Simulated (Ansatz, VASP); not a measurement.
Ni: VASP beside Ansatz

Contents of INCAR:

```
SYSTEM = Ni
PREC = Accurate
ENCUT = 520
EDIFF = 1E-6
ISMEAR = -1
SIGMA = 0.1
LREAL = .False.
LASPH = .True.
NELM = 60
ALGO = Normal
ISIF = 2
LWAVE = .False.
LCHARG = .False.
GGA = PE
NBANDS = 17
```

File KPOINTS:

```
Automatic mesh
0
Gamma
  12 12 12
  0 0 0
```

Contents of POSCAR:

```
Ni
1.0
    0.0000000000      2.4421748316      2.4421748316
    2.4421748316      0.0000000000      2.4421748316
    2.4421748316      2.4421748316      0.0000000000
Ni
2
Direct
    0.1250000000      0.1250000000      0.1250000000
    0.8750000000      0.8750000000      0.8750000000
```

Input for Ansatz:

```yaml
crystal:
  lattice:
    - [0.0, 2.4421748316, 2.4421748316]
    - [2.4421748316, 0.0, 2.4421748316]
    - [2.4421748316, 2.4421748316, 0.0]
  atoms:
    - { symbol: Ni, position: [0.125, 0.125, 0.125] }
    - { symbol: Ni, position: [0.875, 0.875, 0.875] }
hamiltonian:
  xc: pbe
  pseudopotentials:
    kind: paw
    azcp:
      Ni: "pseudopotentials/Ni.paw.azcp"
basis:
  ecutwfc: 420
  fft_grid_basis: typed
kpoints:
  mp_grid: { grid: [12, 12, 12], shift: [0, 0, 0] }
magnetization:
  spin_polarized: false
scf:
  occupations: { method: fermi_dirac, width: 0.1 }
  lower_state_search: "off"
output:
  stress: true
  write_density: true
  write_potential: true
  elf: true
  volumetric_format: npy
```

Alike in both runs: task single point; functional PBE; k mesh 12 × 12 × 12; occupations fermi-dirac, width 0.1 eV; no spin polarisation.

```csv
,VASP,Ansatz
version,VASP 6.6.1,Ansatz 0.2.0
potentials or method,"VASP PAW PBE potentials, release 64 (Ni)","plane waves (420 eV) with PAW, scalar-relativistic"
plane-wave cutoff (eV),520,420
valence electrons in the cell,20,36
```

Ansatz gave:

- pressure (GPa): 15.8

Task: Estimate VASP's values.

Result: Pressure (GPa): 15.4.

With one functional, cell and mesh, what is left measures potentials, basis and numerics. The two sets of potentials don't hold the same shells in valence.

Caveats: so large a pressure means that the cell lies far from this level's equilibrium, or that cutoff or potentials fall short (VASP); the run has no spin polarisation, though such a crystal can be magnetic. Spin polarisation is off, so any magnetic state and its effect on volume and gap are missing.
